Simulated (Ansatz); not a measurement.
C4H6O can be A, `C=CC(=C)O`, or B, `C=CC(C)=O`.

Computed with Ansatz on PBE0-D4/def2-TZVP structures; ΔE is electronic, products minus reactants. CBS: MP2 limit from def2 TZ/QZ plus the TZ coupled-cluster correction, frozen cores. Functionals use def2-TZVPP. B3LYP here is the variant with VWN-RPA as its local correlation; programs differ in this. One conformer a species, not always the lowest.

A:

```xyz
11

C     0.9546    0.8135    1.4816
C     0.3072   -0.1700    0.8641
C    -0.2378   -0.0772   -0.4823
C    -0.8840   -1.0915   -1.0674
O    -0.0267    1.1246   -1.0736
H     1.1161    1.7690    0.9980
H     1.3380    0.6845    2.4861
H     0.1509   -1.1234    1.3575
H    -1.0182   -2.0245   -0.5393
H    -1.2876   -1.0155   -2.0706
H    -0.4125    1.1106   -1.9540
```

B:

```xyz
11

C    -0.6039    0.7953   -1.3292
C    -0.9959    0.5865   -0.0772
C    -0.2347   -0.1869    0.9309
C     1.0861   -0.7960    0.5417
O    -0.6855   -0.3166    2.0473
H    -1.2077    1.3715   -2.0208
H     0.3311    0.4011   -1.7115
H    -1.9347    0.9871    0.2928
H     1.7853   -0.0250    0.2085
H     1.5018   -1.3167    1.4017
H     0.9581   -1.5004   -0.2842
```

Q: Which isomer does CCSD(T)/CBS put lower? Give the gap. (An estimate is asked.)

A: Ansatz gave: B, by 39.4 kJ/mol.

Q: Give E(B) − E(A) in kJ/mol with B3LYP-D4, r2SCAN-D4, CCSD(T)/def2-TZVPP, ωB97M-V, B3LYP, PBE-D4, PBE0-D4. (An estimate is asked.)

A: Ansatz gave: B3LYP-D4 -40.8, r2SCAN-D4 -39.3, CCSD(T)/def2-TZVPP -42.7, ωB97M-V -42.5, B3LYP -41.0, PBE-D4 -39.0, PBE0-D4 -39.2. None reverses the order clearly.

Largest T1 diagnostic: 0.014.

In def2-TZVPP, CCSD(T) changes the Hartree–Fock value by +8.8 kJ/mol (the triples alone add +0.8 kJ/mol) and MP2 by +9.5 kJ/mol.
